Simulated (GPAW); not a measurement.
# C (Fd-3m) in GPAW: a series of runs

One crystal, C, is run at these levels: LDA, revPBE; tasks: band structure, equation of state.

Program: GPAW 26.7.0. These are calculated values, not measurements. Logs are shortened: lines on timing, memory, paths and dates and some standing lists are left out, and cuts for length are marked. The log counts tension as positive stress, the text compression.

**The experiment to reproduce.**

“Equation of state of cubic boron nitride at high pressures and temperatures”, 2007, arxiv:cond-mat/0702656 quotes, for a bulk crystal of C: bulk modulus 442 ± 5 GPa.

The results are compared with them further down.

## Step 1: The structure

The structure is cubic, space group Fd-3m (No. 227). Conventional cell: a = 3.567 Å, b = 3.567 Å, c = 3.567 Å, α = 90.00°, β = 90.00°, γ = 90.00°. C (site symmetry -43m) has 4 C at 1.54 Å as nearest neighbours.

This isn't the form of C at room conditions, which is graphite.

## Step 2: Band structure, LDA

Contents of run.py:

```python
from ase.dft.bandgap import bandgap
from ase.io import read, write
from ase.units import GPa
from gpaw import GPAW, PW, setup_paths

setup_paths.insert(0, '.')

atoms = read('C.cif')

calc = GPAW(mode=PW(800),
            xc='LDA',
            kpts={'size': (10, 10, 10), 'gamma': True},
            occupations={'name': 'fermi-dirac', 'width': 0.05},
            nbands=11,
            convergence={'density': 1e-05, 'energy': 1e-05},
            maxiter=150,
            txt='gpaw.txt')
atoms.calc = calc
energy = atoms.get_potential_energy()
forces = atoms.get_forces()
stress = atoms.get_stress()
calc.write('gs.gpw')
write('result.traj', atoms)
print(f'Energy: {energy:.6f} eV')
print('Forces (eV/A):')
print(forces.round(4))
print('Stress (GPa):', (stress / GPa).round(3))
print('Fermi level:', round(calc.get_fermi_level(), 4), 'eV')
print(f'Gap: {bandgap(calc)[0]:.4f} eV, direct: {bandgap(calc, direct=True)[0]:.4f} eV')

path = atoms.cell.bandpath('GXWKGLUWLK,UX', npoints=60, eps=1e-4)
bs_calc = calc.fixed_density(kpts=path, symmetry='off', nbands=18,
                             convergence={'bands': 'CBM+6.0', 'eigenstates': 1e-6}, txt='bands.txt')
bs = bs_calc.band_structure()
bs.write('bs.json')
print(f'Gap on the path: {bandgap(bs_calc)[0]:.4f} eV')
```

Contents of C.cif:

```cif
data_C
_cell_length_a 2.52206604
_cell_length_b 2.52206604
_cell_length_c 2.52206604
_cell_angle_alpha 60.00000000
_cell_angle_beta 60.00000000
_cell_angle_gamma 60.00000000
_space_group_name_H-M_alt 'P1'
_space_group_name_Hall 'P 1'
_space_group_IT_number 1
loop_
_space_group_symop_operation_xyz
'x,y,z'
loop_
_atom_site_label
_atom_site_type_symbol
_atom_site_symmetry_multiplicity
_atom_site_Wyckoff_symbol
_atom_site_fract_x
_atom_site_fract_y
_atom_site_fract_z
_atom_site_occupancy
C1 C 1 a 0.7500000000 0.7500000000 0.7500000000 1
C2 C 1 a 0.5000000000 0.5000000000 0.5000000000 1
```

Potentials or basis: PAW data sets generated in the run's folder for this functional, pw.

Command:

```sh
gpaw-setup -f LDA C
OMP_NUM_THREADS=1 python run.py
```

gpaw.txt:

```text
__  _  _
 | _ |_)|_||  |
 |__||  | ||/\| - 26.7.0

Input parameters:
  mode=PW(ecut=800.0),
  convergence={'density': 1e-05, 'energy': 1e-05},
  kpts=MonkhorstPack(size=(10, 10, 10), gamma=True),
  maxiter=150,
  nbands=11,
  occupations=Occupations(name='fermi-dirac', width=0.05),
  xc=XC(name='LDA')

Diagonalizing LCAO Hamiltonian
Converting LCAO to pw mode

           C
       C

Atoms  # Å, Bohr magnetons
|   | symbol |        x |        y |        z |    initial magnetic moments |
|---|--------|----------|----------|----------|-----------------------------|
| 0 |      C | 3.783099 | 2.184173 | 1.544444 | ( 0.0000,  0.0000,  0.0000) |
| 1 |      C | 2.522066 | 1.456116 | 1.029629 | ( 0.0000,  0.0000,  0.0000) |

Unit cell  # Å
| periodic |        x |        y |        z |  lengths |    angles |
|----------|----------|----------|----------|----------|-----------|
|      yes | 2.522066 | 0.000000 | 0.000000 | 2.522066 | 60.000000 |
|      yes | 1.261033 | 2.184173 | 0.000000 | 2.522066 | 60.000000 |
|      yes | 1.261033 | 0.728058 | 2.059258 | 2.522066 | 60.000000 |

Number of symmetries: 24
Symmetry operations  # r_c * U_cc + t_c -> r_c
|    | kind |            matrix            |
|----|------|------------------------------|
|  0 |  E   |  1, 0, 0,  0, 1, 0,  0, 0, 1 |
|  1 |  σ   |  1, 0, 0,  0, 0, 1,  0, 1, 0 |
|  2 |  σ   |  1, 0,-1,  0, 1,-1,  0, 0,-1 |
|  3 |  C3  |  1, 0,-1,  0, 0,-1,  0, 1,-1 |
|  4 |  C3  |  1,-1, 0,  0,-1, 1,  0,-1, 0 |
|  5 |  σ   |  1,-1, 0,  0,-1, 0,  0,-1, 1 |
|  6 |  σ   |  0, 1, 0,  1, 0, 0,  0, 0, 1 |
|  7 |  C3  |  0, 1, 0,  0, 0, 1,  1, 0, 0 |
|  8 |  C2  |  0, 1,-1,  1, 0,-1,  0, 0,-1 |
|  9 |  S4  |  0, 1,-1,  0, 0,-1,  1, 0,-1 |
| 10 |  C3  |  0, 0, 1,  1, 0, 0,  0, 1, 0 |
| 11 |  σ   |  0, 0, 1,  0, 1, 0,  1, 0, 0 |
| 12 |  S4  |  0, 0,-1,  1, 0,-1,  0, 1,-1 |
| 13 |  C3  |  0, 0,-1,  0, 1,-1,  1, 0,-1 |
| 14 |  S4  |  0,-1, 1,  1,-1, 0,  0,-1, 0 |
| 15 |  C2  |  0,-1, 1,  0,-1, 0,  1,-1, 0 |
| 16 |  C3  |  0,-1, 0,  1,-1, 0,  0,-1, 1 |
| 17 |  S4  |  0,-1, 0,  0,-1, 1,  1,-1, 0 |
| 18 |  S4  | -1, 1, 0, -1, 0, 1, -1, 0, 0 |
| 19 |  C3  | -1, 1, 0, -1, 0, 0, -1, 0, 1 |
| 20 |  C3  | -1, 0, 1, -1, 1, 0, -1, 0, 0 |
| 21 |  S4  | -1, 0, 1, -1, 0, 0, -1, 1, 0 |
| 22 |  σ   | -1, 0, 0, -1, 1, 0, -1, 0, 1 |
| 23 |  C2  | -1, 0, 0, -1, 0, 1, -1, 1, 0 |

BZ-sampling:
  Number of BZ points: 1000
  Number of IBZ points: 47

  Monkhorst-Pack size: [10, 10, 10]
  Monkhorst-Pack shift: [0.05, 0.05, 0.05]

K-points  # in reciprocal-cell coordinates
|     |                                coordinates |     weight |
|-----|--------------------------------------------|------------|
|   0 | (  0.00000000,   0.00000000,   0.00000000) | 0.00100000 |
|   1 | (  0.10000000,   0.10000000,   0.00000000) | 0.00600000 |
|   2 | (  0.10000000,   0.10000000,   0.10000000) | 0.00800000 |
|   3 | (  0.20000000,   0.10000000,   0.10000000) | 0.01200000 |
|   4 | (  0.20000000,   0.20000000,   0.00000000) | 0.00600000 |
|   5 | (  0.20000000,   0.20000000,   0.10000000) | 0.02400000 |
|   6 | (  0.20000000,   0.20000000,   0.20000000) | 0.00800000 |
|   7 | (  0.30000000,   0.20000000,   0.10000000) | 0.02400000 |
|   8 | (  0.30000000,   0.20000000,   0.20000000) | 0.02400000 |
|   9 | (  0.30000000,   0.30000000,   0.00000000) | 0.00600000 |
| ... |                                            |            |
|  46 | (  0.50000000,   0.50000000,   0.50000000) | 0.00400000 |

Plane wave coefficients: 596
Cutoff: 800.0 eV

Spin-components: 1 (collinear spins)
Bands:           11
Projectors:      10
Spin-degeneracy: 2
Datatype:        complex128

Parallelization:
  kpt:    1
  domain: 1
  band:   1

Density:
  Valence electrons: 8.0
  Components: 1
  Grid points: [18 18 18]
  Charge: 0.0  # |e|

Potential:
  Grid points: [18 18 18]

species:
  C:
    name:    Carbon
    Z:       6.0
    valence: 4
    core:    2
    charge:  0.0  # [|e|]
    compensation charges:
      type: gauss
      rc: 0.20  # [Å]
      lmax: 2
    cutoffs:
      filter: 1.14  # [Å]
      core: 1.14  # [Å]
    projectors
    | kind |    occ | energy [eV] | rcut [Å] |
    |------|--------|-------------|----------|
    |   2s |  2.000 |     -13.639 |    0.635 |
    |   2p |  2.000 |      -5.414 |    0.635 |
    |    s |        |      13.573 |    0.635 |
    |    p |        |      21.797 |    0.635 |
    |    d |        |       0.000 |    0.635 |

    Using partial waves for C as LCAO basis

Reference energy: -2037.605094  # eV

eigensolver:
  PPCG
  Converge bands: occupied
  niter=2

density mixing:
  MSR1-Mixer
  Pratt-step length: 0.05
  Maximum mixing coefficient: 0.75
  Old densities: 10
  SVD Regularization: 0.005
  Good broyden scale: 1.0
  Trust region scale: 1.0
  Backstep threshold: 4.0
  History deletion threshold: 6.0
  Fourier metric: weight=20.0, sigma=0.015

occupation numbers:
  Fermi-Dirac:
    width: 0.0500  # eV

poisson solver:
  ecut: 6400.0  # eV

xc functional:
  name: None

convergence criteria:
- Maximum integral of absolute [dens]ity change: 1e-05 electrons / valence electron
- Maximum [total energy] change in last 3 cyles: 1e-05 eV / valence electron
- Maximum integral of absolute [eigenst]ate change: 4e-08 eV^2 / valence electron
maximum number of iterations: 150

SCF iterations
|iter     | |      energy | eigst |  dens |
|---------|-|-------------|-------|-------|
|iter:   1| |  -20.924616 | +0.16 |       |
|iter:   2| |  -20.838429 | -2.74 | -0.79 |
|iter:   3| |  -20.286360 | -1.49 | -0.82 |
|iter:   4| |  -20.276508 | -2.76 | -1.50 |
|iter:   5| |  -20.276839 | -4.31 | -2.21 |
|iter:   6| |  -20.276843 | -6.78 | -3.52 |
|iter:   7| |  -20.276843c| -8.32c| -4.11 |
|iter:   8| |  -20.276843c| -8.87c| -5.37c|

Converged in 8 steps
Energy contributions relative to reference atoms: (reference = -2037.605094)

Energy contributions:
  Kinetic:          16.908013
  Coulomb:         -15.899213
  Zero:              0.043801
  External:          0.000000
  Xc:              -21.329444
  Entropy:           0.000000
  Spinorbit:         0.000000
  ----------------------------
  Free energy:     -20.276843
  Extrapolated:    -20.276843

dipole moment: (3.023015, 1.745339, 1.234141)  # |e|*Ang

Fermi level: 13.600
Eigenvalues  # (at kpt = [0.000, 0.000, 0.000])
| band index |      eig [eV] | occ [0-2] |
|------------|---------------|-----------|
|          0 |        -9.520 |     2.000 |
|          1 |        11.805 |     2.000 |
|          2 |        11.805 |     2.000 |
|          3 |        11.805 |     2.000 |
|          4 |        17.351 |     0.000 |
|          5 |        17.351 |     0.000 |
|          6 |        17.351 |     0.000 |
|          7 |        25.352 |     0.000 |
|          8 |        30.824 |     0.000 |
|          9 |        38.441 |     0.000 |
|         10 |        39.095 |     0.000 |

Gap: 4.133 eV
Transition (v -> c):
  (s=0, k=0, n=3, [0.00, 0.00, 0.00]) -> (s=0, k=24, n=4, [0.40, 0.40, 0.00])
Direct/indirect transitions are different
Direct gap: 5.546 eV
Transition at: (s=0, k=0, n=3, [0.00, 0.00, 0.00])

Forces  # eV/Ang
|       x |        y |        z |
|---------|----------|----------|
| 0.00000 | -0.00000 |  0.00000 |  # C    0
| 0.00000 | -0.00000 | -0.00000 |  # C    1

Stress tensor  # eV/Ang^3
|         x |         y |         z |
|-----------|-----------|-----------|
|  0.084165 | -0.000000 | -0.000000 |
| -0.000000 |  0.084165 | -0.000000 |
| -0.000000 | -0.000000 |  0.084165 |

# Writing to gs.gpw (mode='')
```

Run time: 13 s. Hardware: 1 thread of Arm Neoverse V2, shared host; peak memory 0.16 GiB.

What came out:

| Property | Result |
| --- | --- |
| Free energy | -20.2768 eV |
| Pressure | -13.5 GPa |
| Band gap on the k mesh | 4.13 eV, indirect (least direct gap 5.55 eV) |
| Band gap along the path | 4.10 eV, indirect (least direct gap 5.55 eV) |

Levels at the corners of the path, in eV from the valence-band top:
| point | band 1 | band 2 | band 3 | band 4 | band 5 | band 6 | band 7 |
| --- | --- | --- | --- | --- | --- | --- | --- |
| Γ | -21.33 | 0.00 | 0.00 | 0.00 | 5.55 | 5.55 | 5.55 |
| X | -12.62 | -12.62 | -6.30 | -6.30 | 4.71 | 4.71 | 16.63 |
| W | -11.79 | -11.79 | -8.36 | -8.36 | 10.45 | 10.45 | 12.33 |
| K | -12.78 | -11.60 | -9.36 | -5.36 | 5.62 | 10.66 | 14.24 |
| Γ | -21.33 | 0.00 | 0.00 | 0.00 | 5.55 | 5.55 | 5.55 |
| L | -15.49 | -13.37 | -2.79 | -2.79 | 8.39 | 8.39 | 9.00 |
| U | -12.78 | -11.60 | -9.36 | -5.36 | 5.62 | 10.66 | 14.24 |
| W | -11.79 | -11.79 | -8.36 | -8.36 | 10.45 | 10.45 | 12.33 |
| L | -15.49 | -13.37 | -2.79 | -2.79 | 8.39 | 8.39 | 9.00 |
| K | -12.78 | -11.60 | -9.36 | -5.36 | 5.62 | 10.66 | 14.24 |
| U | -12.78 | -11.60 | -9.36 | -5.36 | 5.62 | 10.66 | 14.24 |
| X | -12.62 | -12.62 | -6.30 | -6.30 | 4.71 | 4.71 | 16.63 |

(Continued in part 2 of 2.)
